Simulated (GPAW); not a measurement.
Crystal: CuI (Marshite).

```
I Cu
1.0
     0.00000    3.03150    3.03150
     3.03150    0.00000    3.03150
     3.03150    3.03150    0.00000
I Cu
1 1
Direct
  0.00000 0.00000 0.00000
  0.75000 0.75000 0.75000
```

```yaml
Program: GPAW 26.7.0
Task: relaxation of cell and atoms
Functional: PBE
Dispersion: D4
Potentials_or_basis: GPAW PAW data sets (gpaw-data 1.2.1)
Cutoff: 600 eV
Basis: pw
k_mesh: 8 × 8 × 8
Occupations: fermi-dirac, width 0.05 eV
Spin: no spin polarisation
```

At the start: pressure -1.4 GPa; volume 27.86 Å³/atom.

Where does the relaxation end?

Over 5 steps the energy falls by 3.5 meV/atom and the volume is 27.03 Å³/atom (-3.0 %); space group F-43m (No. 216, to 0.05 Å).

The path:
| step | energy change (eV) | largest force (eV/Å) | pressure (GPa) | volume (Å³) |
| --- | --- | --- | --- | --- |
| 1 | 0.0000 | 0.0000 | -1.37 | 55.72 |
| 2 | -0.0015 | 0.0000 | -1.23 | 55.52 |
| 3 | -0.0040 | 0.0000 | -0.95 | 55.15 |
| 4 | -0.0061 | 0.0000 | -0.56 | 54.64 |
| 5 | -0.0071 | 0.0000 | -0.08 | 54.06 |

Final structure:
```xyz
2
Lattice="0.0000 3.0011 3.0011 3.0011 0.0000 3.0011 3.0011 3.0011 0.0000" Properties=species:S:1:pos:R:3 pbc="T T T"
I     0.0000    0.0000    0.0000
Cu    4.5017    4.5017    4.5017
```

Caveat: with this Cu data set, volumes or pressures lay over 1.5 % or 2 GPa off other programs in two to four cells of ten; later steps reuse the first step's grids.
